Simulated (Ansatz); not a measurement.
Relaxed CaF₂ (fluorite):

```yaml
crystal:
  lattice:
    - [0.00000, 5.51096, 5.51096]
    - [2.75548, 0.00000, 2.75548]
    - [2.75548, 2.75548, 0.00000]
  atoms:
    - { symbol: Ca, position: [0.00000, 0.00000, 0.00000] }
    - { symbol: Ca, position: [0.50000, 0.00000, 0.00000] }
    - { symbol: F, position: [0.12500, 0.25000, 0.25000] }
    - { symbol: F, position: [0.62500, 0.25000, 0.25000] }
    - { symbol: F, position: [0.37500, 0.75000, 0.75000] }
    - { symbol: F, position: [0.87500, 0.75000, 0.75000] }
```

The atoms are displaced by Q × the pattern below (from a DFPT mode at L = (0.5, 0.0, 0.0), largest move 1; Q in Å), at fixed cell. It is one choice among 2 degenerate patterns. (q is in reciprocal vectors of the primitive cell; the cell shown is doubled to hold the pattern.)

| atom | x | y | z |
|---|---|---|---|
| F3 | 0.285 | -0.520 | 0.805 |
| F4 | -0.285 | 0.520 | -0.805 |
| F5 | 0.285 | -0.520 | 0.805 |
| F6 | -0.285 | 0.520 | -0.805 |

Atoms not listed stay in place.

The numbers are results of PBE (plane waves to 420 eV, PAW, scalar-relativistic; Ansatz, a program for electronic structure), not measurements. k mesh 5×10×10 (Γ-centred), Fermi-Dirac smearing 0.05 eV. E stands for the smeared free energy. CaF2 was relaxed with its symmetry unable to fall. ΔE is measured from the undisplaced structure.

```json
[
 {"Q (Å)": "-0.100", "ΔE (meV/cell)": "94.7"},
 {"Q (Å)": "-0.067", "ΔE (meV/cell)": "41.9"},
 {"Q (Å)": "-0.033", "ΔE (meV/cell)": "10.4"},
 {"Q (Å)": "0.000", "ΔE (meV/cell)": "0.0"},
 {"Q (Å)": "0.033", "ΔE (meV/cell)": "10.4"},
 {"Q (Å)": "0.067", "ΔE (meV/cell)": "41.9"},
 {"Q (Å)": "0.100", "ΔE (meV/cell)": "94.7"}
]
```

Q: Which DFPT wavenumber at L = (0.5, 0.0, 0.0) belongs to this mode?
A) 137 cm⁻¹
B) 259 cm⁻¹
C) 319 cm⁻¹

A: B, 259 cm⁻¹. The curvature of the scan gives 259 cm⁻¹

(For displaced atoms, the force is minus the slope of the energy, and its curvature is a force constant, which sets phonon frequencies.)
